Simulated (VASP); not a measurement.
Crystal: InP.

```
In P
1.0
     0.00000    2.93050    2.93050
     2.93050    0.00000    2.93050
     2.93050    2.93050    0.00000
In P
1 1
Direct
  0.00000 0.00000 0.00000
  0.75000 0.75000 0.75000
```

Base run:

```yaml
Program: VASP 6.6.1
Functional: r2SCAN
Potentials_or_basis: VASP PAW PBE potentials, release 64 (In_d, P)
Cutoff: 520 eV
k_mesh: 6 × 6 × 6
Occupations: gaussian, width 0.02 eV
Spin: spin-orbit coupling, no magnetisation
```

Its results: pressure 1.5 GPa.

The run is repeated on the same cell with these changes: functional from r2SCAN to PBE. What comes out?

Pressure 3.2 GPa.

Caveats: the PAW data sets were made with another functional, which shifts forces and pressure a little (some runs).
